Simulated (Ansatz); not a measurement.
TePb:

```
CELL_PARAMETERS angstrom
0.00000 3.23100 3.23100
3.23100 0.00000 3.23100
3.23100 3.23100 0.00000
ATOMIC_POSITIONS crystal
Pb 0.00000 0.00000 0.00000
Te 0.50000 0.50000 0.50000
```

- Program: Ansatz 0.2.0
- Task: relaxation of cell and atoms
- Functional: BLYP
- Potentials or basis: Ansatz PAW
- Cutoff: 420 eV (not typed: the program's choice for these potentials)
- k mesh: 7 × 7 × 7
- Occupations: fermi-dirac, width 0.05 eV
- Spin: no spin polarisation

At the start: volume 33.73 Å³/atom.

Question: Where does the relaxation end?

Answer: It ends after 5 steps and the volume is 38.21 Å³/atom (+13.3 %); space group Fm-3m (No. 225, to 0.05 Å).

The path:
```csv
step,energy change (eV),largest force (eV/Å),volume (Å³)
1,0.0000,0.0000,67.46
2,-0.1288,0.0000,77.81
3,-0.1312,0.0000,76.71
4,-0.1314,0.0000,76.42
5,-0.1326,0.0000,76.42
```

Final structure:
```xyz
2
Lattice="0.0000 3.3682 3.3682 3.3682 0.0000 3.3682 3.3682 3.3682 0.0000" Properties=species:S:1:pos:R:3 pbc="T T T"
Pb    0.0000    0.0000    0.0000
Te    3.3682    3.3682    3.3682
```

Caveat: the plane-wave basis is chosen anew once the cell has moved, so the energies of steps on either side of that aren't comparable; the volume moved by +13 % from the deposited cell, more than functionals usually miss; the PAW data sets come from PBE, with cores solved anew for the run's functional, which leaves a small shift of forces and pressure.
